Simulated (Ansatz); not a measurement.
**BaS: moving Ba off its site**

BaS, Fm-3m, a = 6.333 Å. Ansatz: PBEsol, PAW, 420 eV, Γ-centred 8×8×8 mesh on 2 atoms, Gaussian smearing 0.05 eV; no spin polarisation.

```
Ba S
1.0
     0.00000    3.16630    3.16630
     3.16630    0.00000    3.16630
     3.16630    3.16630    0.00000
Ba S
1 1
Direct
  0.00000 0.00000 0.00000
  0.50000 0.50000 0.50000
```

Atom 1 (Ba) moves by x along the unit vector (0.707, -0.707, 0.000), with its periodic images; all else is held. y is the free energy of the cell over the start, F the force along the path summed over the moved atoms. Symmetry makes y even in x.

```
  x (Å) y (meV) F (eV/Å)
-0.1000        ?         ?
-0.0500     2.51      0.10
 0.0000     0.00      0.00
 0.0125     0.16     -0.03
 0.0250     0.63     -0.05
 0.0375     1.41     -0.08
 0.0625     3.92     -0.13
 0.0750     5.66     -0.15
 0.0875     7.71     -0.18
```

Question: Fit y = c2 x² + c4 x⁴ to the energies of the other rows, give the force constant, and predict energy and force of the missing row.

Answer: Least squares on the rows shown. y = 1002 x² + 671.2 x⁴. The force constant is 2 c2 = 2.00 eV/Å² (for all images moving together, not for a lone atom). With two atoms in a cubic cell this is the optical mode at Γ without the LO field: ω = 521.5 √(2 c2/μ) = 145 cm⁻¹ for μ = 25.99 u. The force −dy/dx at the missing row is 0.20 eV/Å (computed 0.20). At x = -0.1000 the fit asked for gives 10.09 meV. The run gave 10.09 meV, the same to the digits shown.